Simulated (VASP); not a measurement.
# SnO2 (I4_1/amd) in VASP: further runs, part 2 of 2

VASP 6.6.1. Earlier steps stand in the parts before.

## Step 3: Band structure, TPSS

Contents of INCAR:

```
SYSTEM = SnO2
  PREC = Accurate
  ENCUT = 520
  EDIFF = 1E-6
  ISMEAR = -1
  SIGMA = 0.05
  LREAL = .FALSE.
  LASPH = .TRUE.
  NELM = 60
  ALGO = Normal
  ISIF = 2
  LWAVE = .FALSE.
  LCHARG = .FALSE.
  METAGGA = TPSS
  LMIXTAU = .TRUE.
  NBANDS = 35
```

Contents of KPOINTS:

```
Automatic mesh
0
G
  9 9 9
  0 0 0
```

Contents of POSCAR:

```
SnO2
1.0
   -2.0000686112      2.0000686112      5.1236788559
    2.0000686112     -2.0000686112      5.1236788559
    2.0000686112      2.0000686112     -5.1236788559
Sn O
2 4
Direct
    0.0000000000      0.0000000000      0.0000000000
    0.7500000000      0.2500000000      0.5000000000
    0.5465225900      0.0465225900      0.5000000000
    0.2034774100      0.2034774100      0.0000000000
    0.9534774100      0.4534774100      0.5000000000
    0.7965225900      0.7965225900      0.0000000000
```

Contents of KPOINTS_OPT:

```
path GXYSGZS1NPY1Z,XP
15
line-mode
reciprocal
 0.0000000000  0.0000000000  0.0000000000  G
-0.5000000000  0.5000000000  0.0000000000  X

-0.5000000000  0.5000000000  0.0000000000  X
-0.5000000000  0.5000000000 -0.0761896521  Y

-0.5000000000  0.5000000000 -0.0761896521  Y
-0.2880948261  0.2880948261 -0.2880948261  S

-0.2880948261  0.2880948261 -0.2880948261  S
 0.0000000000  0.0000000000  0.0000000000  G

 0.0000000000  0.0000000000  0.0000000000  G
 0.5000000000  0.5000000000 -0.5000000000  Z

 0.5000000000  0.5000000000 -0.5000000000  Z
 0.2880948261  0.7119051739 -0.7119051739  S1

 0.2880948261  0.7119051739 -0.7119051739  S1
 0.0000000000  0.5000000000 -0.5000000000  N

 0.0000000000  0.5000000000 -0.5000000000  N
-0.2500000000  0.7500000000 -0.2500000000  P

-0.2500000000  0.7500000000 -0.2500000000  P
 0.0761896521  0.9238103479 -0.5000000000  Y1

 0.0761896521  0.9238103479 -0.5000000000  Y1
 0.5000000000  0.5000000000 -0.5000000000  Z

-0.5000000000  0.5000000000  0.0000000000  X
-0.2500000000  0.7500000000 -0.2500000000  P
```

Potentials or basis: VASP PAW PBE potentials, release 64 (Sn_d, O).

Run with:

```console
$ cat potpaw_PBE.64/Sn_d/POTCAR potpaw_PBE.64/O/POTCAR > POTCAR
$ mpirun -np 1 vasp_std > vasp.out
```

OUTCAR:

```text
SYSTEM = SnO2
   PREC = Accurate
   ENCUT = 520
   EDIFF = 1E-6
   ISMEAR = -1
   LREAL = .FALSE.
   LASPH = .TRUE.
   NELM = 60
   ISIF = 2
   METAGGA = TPSS

 ion  position               nearest neighbor table
   1  0.000  0.000  0.000-   3 2.06   5 2.06   3 2.06   5 2.06   4 2.09   6 2.09   2 3.25   2 3.25
                             2 3.25   2 3.25
   2  0.750  0.250  0.500-   6 2.06   4 2.06   6 2.06   4 2.06   3 2.09   5 2.09   1 3.25   1 3.25
                             1 3.25   1 3.25
   3  0.547  0.047  0.500-   1 2.06   1 2.06   2 2.09
   4  0.203  0.203  0.000-   2 2.06   2 2.06   1 2.09
   5  0.953  0.453  0.500-   1 2.06   1 2.06   2 2.09
   6  0.797  0.797  0.000-   2 2.06   2 2.06   1 2.09

  LATTYP: Found a body centered tetragonal cell.
 ALAT       =     4.0001372224
 C/A-ratio  =     2.5617515455

  Lattice vectors:

 A1 = (  -2.0000686112,   2.0000686112,   5.1236788559)
 A2 = (   2.0000686112,  -2.0000686112,   5.1236788559)
 A3 = (   2.0000686112,   2.0000686112,  -5.1236788559)

Analysis of symmetry for initial positions (statically):
[... 188 lines left out ...]
 fundamental gap:      1.8223254362
 Fermi energy:         4.9499896289

 k-point     1 :       0.0000    0.0000    0.0000
  band No.  band energies     occupation
      1     -16.6687      2.00000
      2     -16.6537      2.00000
      3     -16.5045      2.00000
      4     -15.8708      2.00000
      5     -15.7328      2.00000
      6     -15.7328      2.00000
[... 901 lines left out ...]
     34      15.7805      0.00000
     35      17.0518      0.00000

 [... further k-points ...]

------------------------ aborting loop because EDIFF is reached ----------------------------------------

  FORCE on cell =-STRESS in cart. coord.  units (eV):
  Direction    XX          YY          ZZ          XY          YZ          ZX
  --------------------------------------------------------------------------------------
  -------------------------------------------------------------------------------------
  Total        2.9607889      2.9607889      2.7998993      0.0000000     -0.0000000      0.0000000
  in kB       57.8610550     57.8610550     54.7168790      0.0000000     -0.0000000      0.0000000
  external PRESSURE =      56.8129963 kB  Pullay stress =       0.0000000 kB

 VOLUME and BASIS-vectors are now :
 -----------------------------------------------------------------------------
  energy-cutoff  :      520.00
  volume of cell :       81.98
      direct lattice vectors                 reciprocal lattice vectors
    -2.000068611  2.000068611  5.123678856     0.000000000  0.249991424  0.097586132
     2.000068611 -2.000068611  5.123678856     0.249991424  0.000000000  0.097586132
     2.000068611  2.000068611 -5.123678856     0.249991424  0.249991424  0.000000000

 POSITION                                       TOTAL-FORCE (eV/Angst)
 -----------------------------------------------------------------------------------
      0.00000      0.00000      0.00000         0.000000      0.000000      0.000000
     -0.00000      2.00007      2.56184         0.000000      0.000000      0.000000
      0.00000      2.00007      0.47673        -0.000000      0.000000     -0.056482
      0.00000      0.00000      2.08511         0.000000     -0.000000      0.056482
      0.00000      2.00007      4.64695        -0.000000      0.000000      0.056482
      0.00000      0.00000      8.16225         0.000000     -0.000000     -0.056482
 -----------------------------------------------------------------------------------
    total drift:                                0.000000      0.000000     -0.000000

  FREE ENERGIE OF THE ION-ELECTRON SYSTEM (eV)
  ---------------------------------------------------
  free  energy   TOTEN  =       -62.4140942593 eV

  energy  without entropy=      -62.4140942587  energy(sigma->0) =      -62.41409426
```

stdout:

```text
POSCAR found type information on POSCAR SnO
 POSCAR found :  2 types and       6 ions
 scaLAPACK will be used
 -----------------------------------------------------------------------------
|                                                                             |
|                                                                             |
|     You enforced a specific xc type in the INCAR file but a different       |
|     I HOPE YOU KNOW WHAT YOU ARE DOING!                                     |
|                                                                             |
 -----------------------------------------------------------------------------

 LDA part: xc-table for (None), standard interpolation
 POSCAR, INCAR and KPOINTS ok, starting setup
 FFT: planning ... GRIDC
 FFT: planning ... GRID_SOFT
 FFT: planning ... GRID
 WAVECAR not read
 entering main loop
 Start KPOINTS_OPT (optional k-point list driver)
k-point batch [1-75\165]
k-point batch [76-150\165]
k-point batch [151-165\165]
```

Run time: 57 min. Hardware: 1 thread of AMD EPYC 9R45 (Zen 5), shared host; peak memory 0.46 GiB.

Results:

- Free energy: -62.4141 eV
- Pressure: 5.7 GPa
- Largest force: 0.056 eV/Å
- Band gap on the k mesh: 1.82 eV, indirect (least direct gap 2.21 eV)
- Band gap along the path: 1.82 eV, indirect (least direct gap 2.21 eV)

Forces on the atoms (eV/Å):
```
Sn   0.000  0.000  0.000
Sn   0.000  0.000  0.000
O    0.000  0.000 -0.056
O    0.000  0.000  0.056
O    0.000  0.000  0.056
O    0.000  0.000 -0.056
```

Stress tensor (GPa, compression positive):
```
5.79 0.00 0.00
0.00 5.79 0.00
0.00 0.00 5.47
```

Levels at the corners of the path, in eV from the valence-band top:
| point | band 24 | band 25 | band 26 | band 27 | band 28 | band 29 |
| --- | --- | --- | --- | --- | --- | --- |
| Γ | -0.65 | -0.39 | -0.39 | 1.82 | 5.85 | 9.91 |
| X | -0.78 | -0.04 | -0.04 | 7.63 | 7.63 | 7.95 |
| X | -0.78 | -0.04 | -0.04 | 7.63 | 7.63 | 7.95 |
| Y | -0.54 | -0.07 | -0.07 | 7.09 | 7.09 | 8.31 |
| Y | -0.54 | -0.07 | -0.07 | 7.09 | 7.09 | 8.31 |
| S | -0.68 | -0.40 | -0.38 | 5.13 | 6.50 | 7.96 |
| S | -0.68 | -0.40 | -0.38 | 5.13 | 6.50 | 7.96 |
| Γ | -0.65 | -0.39 | -0.39 | 1.82 | 5.85 | 9.91 |
| Γ | -0.65 | -0.39 | -0.39 | 1.82 | 5.85 | 9.91 |
| Z | -1.02 | -0.28 | -0.28 | 4.49 | 4.49 | 8.11 |
| Z | -1.02 | -0.28 | -0.28 | 4.49 | 4.49 | 8.11 |
| S1 | -0.68 | -0.40 | -0.38 | 5.13 | 6.50 | 7.96 |
| S1 | -0.68 | -0.40 | -0.38 | 5.13 | 6.50 | 7.96 |
| N | -0.77 | -0.55 | -0.35 | 5.20 | 6.54 | 8.26 |
| N | -0.77 | -0.55 | -0.35 | 5.20 | 6.54 | 8.26 |
| P | -0.65 | 0.00 | 0.00 | 7.57 | 7.57 | 8.27 |
| P | -0.65 | 0.00 | 0.00 | 7.57 | 7.57 | 8.27 |
| Y1 | -0.54 | -0.07 | -0.07 | 7.09 | 7.09 | 8.31 |
| Y1 | -0.54 | -0.07 | -0.07 | 7.09 | 7.09 | 8.31 |
| Z | -1.02 | -0.28 | -0.28 | 4.49 | 4.49 | 8.11 |
| X | -0.78 | -0.04 | -0.04 | 7.63 | 7.63 | 7.95 |
| P | -0.65 | 0.00 | 0.00 | 7.57 | 7.57 | 8.27 |

Caveat: the PAW data sets were made with another functional, which shifts forces and pressure a little; spin-orbit coupling is left out, which moves the levels of the heavy elements. TPSS opens gaps a little over a GGA but as a rule still falls short of measured ones.
